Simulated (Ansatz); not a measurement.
Wanted: the native input for an Ansatz 0.2.0 run.

| Property | Result |
| --- | --- |
| Task | projected density of states |
| Functional | LDA |
| Potentials or basis | Ansatz PAW |
| Cutoff | 420 eV (not typed: the program's choice for these potentials) |
| k mesh | 6 × 6 × 6 |
| Occupations | fermi-dirac, width 0.05 eV |
| Spin | collinear spin, ferromagnetic start |
| Starting moments | [1.0, 0.0] μB |

Crystal: NiO.

```xyz
2
Lattice="0.0000 2.0859 2.0859 2.0859 0.0000 2.0859 2.0859 2.0859 0.0000" Properties=species:S:1:pos:R:3 pbc="T T T"
Ni    0.0000    0.0000    0.0000
O     2.0859    2.0859    2.0859
```

One way to write it, as run:

input.yaml

```yaml
crystal:
  lattice:
    - [0.0, 2.0859016414, 2.0859016414]
    - [2.0859016414, 0.0, 2.0859016414]
    - [2.0859016414, 2.0859016414, 0.0]
  atoms:
    - { symbol: Ni, position: [0.0, 0.0, 0.0], spin: 1.0 }
    - { symbol: O, position: [0.5, 0.5, 0.5] }
hamiltonian:
  xc: lda
  pseudopotentials: { kind: paw }
magnetization:
  spin_polarized: true
kpoints:
  mp_grid: { grid: [6, 6, 6] }
scf:
  occupations: { method: fermi_dirac, width: 0.05 }
  n_extra_bands: 6
output:
  forces: true
  stress: true
  eigenvalues: true
  dos: { projected: true, de: 0.05, nscf_kmesh: { grid: [9, 9, 9] } }
  write_density: true
  write_potential: true
  elf: true
  volumetric_format: npy
```

Potentials or basis: Ansatz PAW.

The run is started by

```console
$ ansatz run input.yaml --threads 2 --pin off --max-ram 5632MiB --backend cpu --events-out ev --progress --plain --runs-dir out
```

It gave:

The pressure is -20.5 GPa, the band gap on the k mesh is none (metal or under the smearing width) and the net moment is 0.00 μB per cell. The absolute moment is 0.00 μB per cell. The density of states at the Fermi level is 2.06 states/eV per cell.

Caveat: the k mesh is coarse (spacing up to 0.43 Å⁻¹), so the values aren't converged; the pressure holds a Pulay correction of +0.9 GPa for the finite cutoff; semilocal functionals often make such compounds metallic where correlation or magnetic order opens a gap, which also shifts bond lengths; the PAW data sets come from PBE, with cores solved anew for the run's functional, which leaves a small shift of forces and pressure; the starting moments weren't kept.

It took 1.9 s on 2 threads of Intel(R) Xeon(R) Platinum 8259CL CPU @ 2.50GHz (Skylake/Cascade Lake), with other jobs on the host, peak memory 0.31 GiB.
